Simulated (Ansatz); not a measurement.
Crystal: CuO.

```
Cu O
1.0
    -2.34185    1.71130    0.00000
     0.85003    0.00000   -5.05787
    -2.34185   -5.13390    0.00000
Cu O
4 4
Direct
  0.24800 0.00060 0.24330
  0.74800 0.00060 0.74330
  0.99800 0.50060 0.49330
  0.49800 0.50060 0.99330
  0.70720 0.75060 0.28410
  0.20720 0.75060 0.78410
  0.78880 0.25060 0.20250
  0.30482 0.24579 0.75612
```

The cell isn't the ideal one: atom 8 moved 0.30 Å.

```yaml
Program: Ansatz 0.2.0
Task: relaxation of cell and atoms
Functional: PBEsol
Potentials_or_basis: Ansatz PAW
Cutoff: "420 eV (not typed: the program's choice for these potentials)"
k_mesh: 9 × 5 × 5
Occupations: fermi-dirac, width 0.05 eV
Spin: no spin polarisation
```

At the start: volume 10.13 Å³/atom.

Question: How do energy, volume and symmetry change on relaxing?

Answer: It ends after 22 steps and the volume is 10.67 Å³/atom (+5.3 %); space group P4_2/mmc (No. 131, to 0.05 Å).

Step by step:
| step | energy change (eV) | largest force (eV/Å) | volume (Å³) |
| --- | --- | --- | --- |
| 1 | 0.0000 | 2.4692 | 81.08 |
| 2 | -0.1931 | 1.7116 | 81.70 |
| 3 | -0.4129 | 0.6710 | 82.50 |
| 4 | -0.4534 | 0.0207 | 84.27 |
| 5 | -0.4605 | 0.0522 | 83.17 |
| 6 | -0.4600 | 0.0164 | 83.58 |
| 7 | -0.4600 | 0.0128 | 83.59 |
| 8 | -0.5197 | 0.0118 | 83.59 |
| 9 | -0.5498 | 0.0043 | 84.51 |
| 10 | -0.5521 | 0.0244 | 84.96 |
| 11 | -0.5527 | 0.0090 | 84.92 |
| 12 | -0.5528 | 0.0066 | 84.91 |
| 13 | -0.5735 | 0.0066 | 84.91 |
| 14 | -0.5800 | 0.0173 | 84.91 |
| 15 | -0.5791 | 0.0060 | 85.33 |
| 16 | -0.5793 | 0.0024 | 85.30 |
| 17 | -0.5837 | 0.0024 | 85.30 |
| 18 | -0.5846 | 0.0030 | 85.32 |
| 19 | -0.5845 | 0.0005 | 85.35 |
| 20 | -0.5851 | 0.0005 | 85.35 |
| 21 | -0.5852 | 0.0006 | 85.35 |
| 22 | -0.5852 | 0.0006 | 85.35 |

Final structure:
```
Cu O
1.0
    -2.04513    2.04354   -0.15973
     0.39749    0.00018   -5.07258
    -2.04625   -6.13216   -0.15967
Cu O
4 4
Direct
  0.24998 0.00000 0.24999
  0.74998 0.00000 0.74999
  0.00004 0.50000 0.50000
  0.50001 0.50000 0.00000
  0.74998 0.74973 0.25005
  0.24998 0.74973 0.75005
  0.75001 0.25027 0.24996
  0.25001 0.25027 0.74996
```

Caveat: the plane-wave basis is chosen anew once the cell has moved, so the energies of steps on either side of that aren't comparable; the pressure holds a Pulay correction of +0.7 GPa for the finite cutoff; the run has no spin polarisation, though such a crystal can be magnetic; the PAW data sets come from PBE, with cores solved anew for the run's functional, which leaves a small shift of forces and pressure.
